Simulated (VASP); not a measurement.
# Si2Ni (Fm-3m) in VASP: notebook

One crystal, Si2Ni, is run at these levels: PBE+D3(BJ); tasks: relaxation of cell and atoms, electrostatic potential.

Everything below comes from runs of VASP 6.6.1. Logs are shortened: lines on timing, memory, paths and dates and some standing lists are left out, and cuts for length are marked.

## Step 1: The structure

The structure is cubic, space group Fm-3m (No. 225). The conventional cell has a = 5.390 Å, b = 5.390 Å, c = 5.390 Å, α = 90.00°, β = 90.00°, γ = 90.00°. Ni (site symmetry m-3m) is surrounded by 8 Si at 2.33 Å. Around Si (site symmetry -43m) lie 4 Ni at 2.33 Å.

The cell was built by a generator and needn't be a form met in nature.

## Step 2: Relaxation of cell and atoms, PBE+D3(BJ)

Input file INCAR:

```
SYSTEM = Si2Ni
ALGO = Normal
EDIFF = 1E-6
EDIFFG = -0.005
ENCUT = 600
GGA = PE
IBRION = 2
ISIF = 3
ISMEAR = 1
IVDW = 12
LASPH = .True.
LCHARG = .False.
LREAL = .False.
LWAVE = .False.
NELM = 120
NSW = 60
PREC = Accurate
SIGMA = 0.1
```

Input file KPOINTS:

```
k-points
0
Gamma
  14 14 14
  0 0 0
```

Input file POSCAR:

```
Si2Ni
1.0
    0.0000000000      2.6950000000      2.6950000000
    2.6950000000      0.0000000000      2.6950000000
    2.6950000000      2.6950000000      0.0000000000
Ni Si
1 2
Direct
    0.0000000000      0.0000000000      0.0000000000
    0.2500000000      0.2500000000      0.2500000000
    0.7500000000      0.7500000000      0.7500000000
```

Potentials or basis: VASP PAW PBE potentials, release 64 (Ni, Si).

Started as:

```sh
> cat potpaw_PBE.64/Ni/POTCAR potpaw_PBE.64/Si/POTCAR > POTCAR
> mpirun -np 1 vasp_std > vasp.out
```

OUTCAR:

```text
SYSTEM = Si2Ni
   EDIFF = 1E-6
   EDIFFG = -0.005
   ENCUT = 600
   GGA = PE
   IBRION = 2
   ISIF = 3
   ISMEAR = 1
   IVDW = 12
   LASPH = .True.
   LREAL = .False.
   NELM = 120
   NSW = 60
   PREC = Accurate
 IVDW          = 12

 ion  position               nearest neighbor table
   1  0.000  0.000  0.000-   3 2.33   3 2.33   3 2.33   2 2.33   2 2.33   2 2.33   3 2.33   2 2.33

   2  0.250  0.250  0.250-   1 2.33   1 2.33   1 2.33   1 2.33   3 2.69   3 2.69   3 2.69   3 2.69
                             3 2.69   3 2.69
   3  0.750  0.750  0.750-   1 2.33   1 2.33   1 2.33   1 2.33   2 2.69   2 2.69   2 2.69   2 2.69
                             2 2.69   2 2.69

  LATTYP: Found a face centered cubic cell.
 ALAT       =     5.3900000000

  Lattice vectors:

 A1 = (   0.0000000000,   2.6950000000,   2.6950000000)
 A2 = (   2.6950000000,   0.0000000000,   2.6950000000)
 A3 = (   2.6950000000,   2.6950000000,   0.0000000000)

Analysis of symmetry for initial positions (statically):
=====================================================================
 Subroutine PRICEL returns:
 Original cell was already a primitive cell.

 Routine SETGRP: Setting up the symmetry group for a
 face centered cubic supercell.

 Subroutine GETGRP returns: Found 48 space group operations
 (whereof 48 operations were pure point group operations)
 out of a pool of 48 trial point group operations.

The static configuration has the point symmetry O_h .

Analysis of symmetry for dynamics (positions and initial velocities):
=====================================================================
 Subroutine PRICEL returns:
 Original cell was already a primitive cell.

 Routine SETGRP: Setting up the symmetry group for a
 face centered cubic supercell.

 Subroutine GETGRP returns: Found 48 space group operations
 (whereof 48 operations were pure point group operations)
 out of a pool of 48 trial point group operations.

The dynamic configuration has the point symmetry O_h .

 Subroutine INISYM returns: Found 48 space group operations
 (whereof 48 operations are pure point group operations),
 and found     1 'primitive' translations

----------------------------------------------------------------------------------------

                                     Primitive cell

  volume of cell :      39.1477

  direct lattice vectors                    reciprocal lattice vectors
     0.000000000  2.695000000  2.695000000    -0.185528757  0.185528757  0.185528757
     2.695000000  0.000000000  2.695000000     0.185528757 -0.185528757  0.185528757
     2.695000000  2.695000000  0.000000000     0.185528757  0.185528757 -0.185528757

  length of vectors
     3.811305551  3.811305551  3.811305551     0.321345233  0.321345233  0.321345233

  position of ions in fractional coordinates (direct lattice)
     0.000000000  0.000000000  0.000000000
     0.250000000  0.250000000  0.250000000
     0.750000000  0.750000000  0.750000000

[... 81 lines left out ...]
   IBRION =      2    ionic relax: 0-MD 1-quasi-New 2-CG
   NFREE  =      1    steps in history (QN), initial steepest desc. (CG)
   ISIF   =      3    stress and relaxation
   ISYM   =      2    0-nonsym 1-usesym 2-fastsym
   POTIM  = 0.5000    time-step for ionic-motion
   TEBEG  =    0.0;   TEEND  =   0.0 temperature during run
   PSTRESS=    0.0 pullay stress
   NELECT =      18.0000    total number of electrons
   NUPDOWN=      -1.0000    fix difference up-down
   EMIN   =  10.00;   EMAX   =-10.00  energy-range for DOS
   EFERMI =   0.00;   METHOD = LEGACY
   ISMEAR =     1;   SIGMA  =   0.10  broadening in eV -4-tet -1-fermi 0-gaus
   EFERMI_NEDOS =   21; number of points for ismear=-14 and -15
   IALGO  =     38    algorithm
   IMIX   =      4    mixing-type and parameters
     AMIX     =   0.40;   BMIX     =  1.00
     AMIX_MAG =   1.60;   BMIX_MAG =  1.00
  volume/ion in A,a.u.               =      13.05        88.06
  Fermi-wavevector in a.u.,A,eV,Ry     =   1.263563  2.387788 21.722945  1.596591
  Thomas-Fermi vector in A             =   2.396913
   LORBIT       =      0    0 simple, 1 ext, 2 COOP (PROOUT), +10 PAW based schemes
   GGA     = PE    functional components
   LHFCALC =     F    Hartree Fock is set to
   AEXX    =    0.0000 exact exchange contribution
   IVDW    =    12    specifies the selected vdW correction
   LEPSILON=     F    determine dielectric tensor
   LRPA    =     F    only Hartree local field effects (RPA)
 conjugate gradient relaxation of ions
 non-spin polarized calculation
 Methfessel and Paxton  Order N= 1 SIGMA  =   0.10
  energy-cutoff  :      600.00
  volume of cell :       39.15
 maximum number of plane-waves:      1326
   NGX = 15   NGY = 15   NGZ = 15

--------------------------------------- Ionic step        1  -------------------------------------------

 number of electron      17.9999991 magnetization

 Free energy of the ion-electron system (eV)
  ---------------------------------------------------
  ext. energy  EPLUGINS =         0.00000000
  ---------------------------------------------------
  free energy    TOTEN  =       -17.35138216 eV

  energy without entropy =      -17.35150690  energy(sigma->0) =      -17.35142374

------------------------ aborting loop because EDIFF is reached ----------------------------------------

 Edisp (eV)   -1.34749

 E8    (eV) :    -0.5648
[... 73 lines left out ...]
--------------------------------------- Ionic step        3  -------------------------------------------

 number of electron      17.9999992 magnetization

 Free energy of the ion-electron system (eV)
  ---------------------------------------------------
  ext. energy  EPLUGINS =         0.00000000
  ---------------------------------------------------
  free energy    TOTEN  =       -17.34501305 eV

  energy without entropy =      -17.34516469  energy(sigma->0) =      -17.34506359

 E-fermi :  10.7289     XC(G=0): -11.6502

 val. band max:       10.7246887771   @ k =  -0.2143   0.1429   0.0000
 cond. band min:      10.7487500247   @ k =  -0.4286   0.4286   0.0714
 fundamental gap:      0.0240612476
 Fermi energy:        10.7289388050

 k-point     1 :       0.0000    0.0000    0.0000
  band No.  band energies     occupation
      1      -3.3255      2.00000
      2       5.3701      2.00000
      3       5.3701      2.00000
      4       5.3701      2.00000
      5       7.0787      2.00000
      6       7.0787      2.00000
      7      10.4695      2.00150
      8      12.3818     -0.00000
      9      12.3818     -0.00000
     10      12.3818     -0.00000
     11      12.9204      0.00000
     12      12.9204      0.00000
     13      12.9204      0.00000
[... 354 lines left out ...]
  band No.  band energies     occupation
      1      -2.2181      2.00000
      2       3.8421      2.00000
      3       5.5338      2.00000
      4       5.5778      2.00000
      5       6.5415      2.00000
      6       7.2133      2.00000
      7       8.1942      2.00000
      8       9.3166      2.00000
      9       9.8989      2.00000
     10      11.0869     -0.00001
     11      13.6525      0.00000
     12      14.2863      0.00000
     13      14.7831      0.00000

 [... further k-points ...]

------------------------ aborting loop because EDIFF is reached ----------------------------------------

 Edisp (eV)   -1.35436

 E8    (eV) :    -0.5677
[... 26 lines left out ...]
  FREE ENERGIE OF THE ION-ELECTRON SYSTEM (eV)
  ---------------------------------------------------
  free  energy   TOTEN  =       -18.6993687441 eV

  energy  without entropy=      -18.6995203871  energy(sigma->0) =      -18.69941929

 reached required accuracy - stopping structural energy minimisation
```

CONTCAR:

```text
Si2Ni
   1.00000000000000
    -0.0000000000000000    2.6905273080840377    2.6905273080840377
     2.6905273080840377   -0.0000000000000000    2.6905273080840377
     2.6905273080840377    2.6905273080840377   -0.0000000000000000
  Ni              Si
     1     2
Direct
     0.0000000000000000    0.0000000000000000    0.0000000000000000
     0.2500000000000000    0.2500000000000000    0.2500000000000000
     0.7500000000000000    0.7500000000000000    0.7500000000000000

  0.00000000E+00  0.00000000E+00  0.00000000E+00
  0.00000000E+00  0.00000000E+00  0.00000000E+00
  0.00000000E+00  0.00000000E+00  0.00000000E+00
```

Wall time 56 s (1 thread of Intel Xeon 6975P-C (Granite Rapids), shared host); peak memory 0.23 GiB.

Results:

```yaml
Free_energy: -18.6994 eV
Relaxed_volume: 12.98 Å³/atom
Relaxed_cell: a = 3.805 Å, b = 3.805 Å, c = 3.805 Å, α = 60.00°, β = 60.00°, γ = 60.00°
Space_group_after_relaxing_to_0.05_Å: Fm-3m (No. 225)
Energy_gained_by_relaxing: 0.2 meV/atom
Ionic_steps: 3
Pressure_after_relaxing: 0.0 GPa
Band_gap_on_the_k_mesh: none (metal or under the smearing width)
Dispersion_energy_per_atom: -0.451 eV
```

The path:
| step | energy change (eV) | largest force (eV/Å) | pressure (GPa) | volume (Å³) |
| --- | --- | --- | --- | --- |
| 1 | 0.0000 | 0.0000 | -0.96 | 39.15 |
| 2 | 0.0002 | 0.0000 | 1.02 | 38.71 |
| 3 | -0.0005 | 0.0000 | 0.01 | 38.95 |

Final structure:
```
Ni Si
1.0
     0.00000    2.69053    2.69053
     2.69053    0.00000    2.69053
     2.69053    2.69053    0.00000
Ni Si
1 2
Cartesian
  0.0000 0.0000 0.0000
  1.3453 1.3453 1.3453
  4.0358 4.0358 4.0358
```

Caveat: pairwise dispersion overbinds metals, which lowers pressure and volume. Spin polarisation is off, so any magnetic state and its effect on volume and gap are missing.

## Step 3: Electrostatic potential, PBE+D3(BJ)

This run uses another cell than the first one, of 12.98 Å³/atom, 0.995 times its volume.

Input file INCAR:

```
ALGO = Normal
EDIFF = 1E-6
ENCUT = 520
GGA = PE
ISIF = 2
ISMEAR = 1
IVDW = 12
LASPH = True
LCHARG = True
LREAL = False
LVHAR = True
LWAVE = False
NELM = 120
PREC = Accurate
SIGMA = 0.1
```

Input file KPOINTS:

```
k-points
0
Gamma
  14 14 14
```

Input file POSCAR:

```
Si2Ni                                   
1.0
   -0.0000000000      2.6905273081      2.6905273081
    2.6905273081     -0.0000000000      2.6905273081
    2.6905273081      2.6905273081     -0.0000000000
  Ni              Si            
     1     2
Direct
     0.0000000000000000    0.0000000000000000    0.0000000000000000
     0.2500000000000000    0.2500000000000000    0.2500000000000000
     0.7500000000000000    0.7500000000000000    0.7500000000000000
```

Potentials or basis: VASP PAW PBE potentials, release 64 (Ni, Si).

Started as:

```sh
> cat potpaw_PBE.64/Ni/POTCAR potpaw_PBE.64/Si/POTCAR > POTCAR
> mpirun -np 1 vasp_std > vasp.out
```

OUTCAR:

```text
EDIFF = 1E-6
   ENCUT = 520
   GGA = PE
   ISIF = 2
   ISMEAR = 1
   IVDW = 12
   LASPH = True
   LREAL = False
   NELM = 120
   PREC = Accurate
 IVDW          = 12

 ion  position               nearest neighbor table
   1  0.000  0.000  0.000-   3 2.33   3 2.33   3 2.33   2 2.33   3 2.33   2 2.33   2 2.33   2 2.33

   2  0.250  0.250  0.250-   1 2.33   1 2.33   1 2.33   1 2.33   3 2.69   3 2.69   3 2.69   3 2.69
                             3 2.69   3 2.69
   3  0.750  0.750  0.750-   1 2.33   1 2.33   1 2.33   1 2.33   2 2.69   2 2.69   2 2.69   2 2.69
                             2 2.69   2 2.69

  LATTYP: Found a face centered cubic cell.
 ALAT       =     5.3810546162

  Lattice vectors:

 A1 = (   0.0000000000,   2.6905273081,   2.6905273081)
 A2 = (   2.6905273081,   0.0000000000,   2.6905273081)
 A3 = (   2.6905273081,   2.6905273081,   0.0000000000)

Analysis of symmetry for initial positions (statically):
=====================================================================
 Subroutine PRICEL returns:
 Original cell was already a primitive cell.

 Routine SETGRP: Setting up the symmetry group for a
 face centered cubic supercell.

 Subroutine GETGRP returns: Found 48 space group operations
 (whereof 48 operations were pure point group operations)
 out of a pool of 48 trial point group operations.

The static configuration has the point symmetry O_h .

Analysis of symmetry for dynamics (positions and initial velocities):
=====================================================================
 Subroutine PRICEL returns:
 Original cell was already a primitive cell.

 Routine SETGRP: Setting up the symmetry group for a
 face centered cubic supercell.

 Subroutine GETGRP returns: Found 48 space group operations
 (whereof 48 operations were pure point group operations)
 out of a pool of 48 trial point group operations.

The dynamic configuration has the point symmetry O_h .

 Subroutine INISYM returns: Found 48 space group operations
 (whereof 48 operations are pure point group operations),
[... 128 lines left out ...]
   LRPA    =     F    only Hartree local field effects (RPA)
 non-spin polarized calculation
 Methfessel and Paxton  Order N= 1 SIGMA  =   0.10
  energy-cutoff  :      520.00
  volume of cell :       38.95
 maximum number of plane-waves:      1067
   NGX = 15   NGY = 15   NGZ = 15

 number of electron      17.9999993 magnetization

 Free energy of the ion-electron system (eV)
  ---------------------------------------------------
  ext. energy  EPLUGINS =         0.00000000
  ---------------------------------------------------
  free energy    TOTEN  =       -17.34510068 eV

  energy without entropy =      -17.34525343  energy(sigma->0) =      -17.34515160

 E-fermi :  10.7294     XC(G=0): -11.6503

 val. band max:       10.7249103256   @ k =  -0.2143   0.1429   0.0000
 cond. band min:      10.7493489528   @ k =  -0.4286   0.4286   0.0714
 fundamental gap:      0.0244386273
 Fermi energy:        10.7294135556

 k-point     1 :       0.0000    0.0000    0.0000
  band No.  band energies     occupation
      1      -3.3256      2.00000
      2       5.3707      2.00000
      3       5.3707      2.00000
      4       5.3707      2.00000
      5       7.0796      2.00000
      6       7.0796      2.00000
      7      10.4693      2.00146
      8      12.3822     -0.00000
      9      12.3822     -0.00000
     10      12.3822     -0.00000
     11      12.9205      0.00000
     12      12.9205      0.00000
     13      12.9205      0.00000
[... 354 lines left out ...]
  band No.  band energies     occupation
      1      -2.2181      2.00000
      2       3.8423      2.00000
      3       5.5343      2.00000
      4       5.5784      2.00000
      5       6.5422      2.00000
      6       7.2143      2.00000
      7       8.1948      2.00000
      8       9.3170      2.00000
      9       9.8993      2.00000
     10      11.0872     -0.00001
     11      13.6527      0.00000
     12      14.2863      0.00000
     13      14.7832      0.00000

 [... further k-points ...]

------------------------ aborting loop because EDIFF is reached ----------------------------------------

 Edisp (eV)   -1.35436

 E8    (eV) :    -0.5677

  FORCE on cell =-STRESS in cart. coord.  units (eV):
  Direction    XX          YY          ZZ          XY          YZ          ZX
  --------------------------------------------------------------------------------------
  -------------------------------------------------------------------------------------
  Total      -0.03930    -0.03930    -0.03930    -0.00000    -0.00000     0.00000
  in kB      -1.61651    -1.61651    -1.61651    -0.00000    -0.00000     0.00000
  external pressure =       -1.62 kB  Pullay stress =        0.00 kB

 VOLUME and BASIS-vectors are now :
 -----------------------------------------------------------------------------
  energy-cutoff  :      520.00
  volume of cell :       38.95
      direct lattice vectors                 reciprocal lattice vectors
     0.000000000  2.690527308  2.690527308    -0.185837177  0.185837177  0.185837177
     2.690527308  0.000000000  2.690527308     0.185837177 -0.185837177  0.185837177
     2.690527308  2.690527308  0.000000000     0.185837177  0.185837177 -0.185837177

 POSITION                                       TOTAL-FORCE (eV/Angst)
 -----------------------------------------------------------------------------------
      0.00000      0.00000      0.00000        -0.000000     -0.000000      0.000000
      1.34526      1.34526      1.34526        -0.000000     -0.000000     -0.000000
      4.03579      4.03579      4.03579         0.000000      0.000000      0.000000
 -----------------------------------------------------------------------------------
    total drift:                               -0.000000     -0.000000      0.000000

  FREE ENERGIE OF THE ION-ELECTRON SYSTEM (eV)
  ---------------------------------------------------
  free  energy   TOTEN  =       -18.6994563750 eV

  energy  without entropy=      -18.6996091307  energy(sigma->0) =      -18.69950729
```

OSZICAR:

```text
N       E                     dE             d eps       ncg     rms          rms(c)
DAV:   1     0.726541549174E+02    0.72654E+02   -0.81562E+03  2728   0.143E+03
DAV:   2    -0.149887105223E+02   -0.87643E+02   -0.82187E+02  2794   0.254E+02
DAV:   3    -0.193119101389E+02   -0.43232E+01   -0.41900E+01  3488   0.631E+01
DAV:   4    -0.194003936335E+02   -0.88483E-01   -0.88279E-01  3190   0.839E+00
DAV:   5    -0.194026829953E+02   -0.22894E-02   -0.22890E-02  3599   0.146E+00    0.166E+01
DAV:   6    -0.239636456674E+02   -0.45610E+01   -0.54443E+01  2928   0.183E+02    0.249E+01
DAV:   7    -0.174499588800E+02    0.65137E+01   -0.15921E+01  3242   0.115E+02    0.400E+00
DAV:   8    -0.173921902256E+02    0.57769E-01   -0.22555E+00  3940   0.255E+01    0.267E+00
DAV:   9    -0.173462859442E+02    0.45904E-01   -0.28095E-01  3368   0.110E+01    0.596E-01
DAV:  10    -0.173449294337E+02    0.13565E-02   -0.10713E-02  3718   0.219E+00    0.257E-01
DAV:  11    -0.173450679434E+02   -0.13851E-03   -0.94845E-04  3167   0.246E-01    0.390E-02
DAV:  12    -0.173451009447E+02   -0.33001E-04   -0.51006E-05  3713   0.124E-01    0.224E-02
DAV:  13    -0.173451004673E+02    0.47743E-06   -0.23145E-05  3339   0.103E-01    0.806E-03
DAV:  14    -0.173451006782E+02   -0.21088E-06   -0.18221E-06  2576   0.197E-02
   1 F= -.18699456E+02 E0= -.18699507E+02  d E =0.152756E-03
```

stdout:

```text
POSCAR found type information on POSCAR NiSi
 POSCAR found :  2 types and       3 ions
 scaLAPACK will be used
 LDA part: xc-table for (Slater+PW92), standard interpolation
 POSCAR, INCAR and KPOINTS ok, starting setup
 FFT: planning ... GRIDC
 FFT: planning ... GRID_SOFT
 FFT: planning ... GRID
 WAVECAR not read
 entering main loop
```

It took 21 s on 1 thread of Intel Xeon 6975P-C (Granite Rapids), shared host; peak memory 0.2 GiB.

Results:

```yaml
Free_energy: -18.6995 eV
Pressure: -0.2 GPa
Band_gap_on_the_k_mesh: none (metal or under the smearing width)
Dispersion_energy_per_atom: -0.451 eV
```

Levels at points of the mesh, in eV from the Fermi level:
```
           k point  band 5  band 6  band 7  band 8  band 9  band 10  band 11  band 12  band 13
(0.00, 0.00, 0.00)   -3.65   -3.65   -0.26    1.65    1.65     1.65     2.19     2.19     2.19
(0.50, 0.00, 0.00)   -3.84   -3.46   -3.46   -1.55   -1.55     1.74     1.74     1.74     2.63
(0.50, 0.50, 0.00)   -4.66   -3.73   -3.73   -3.57   -3.24    -0.47     1.32     7.66     8.35
```

Caveat: pairwise dispersion overbinds metals, which lowers pressure and volume.
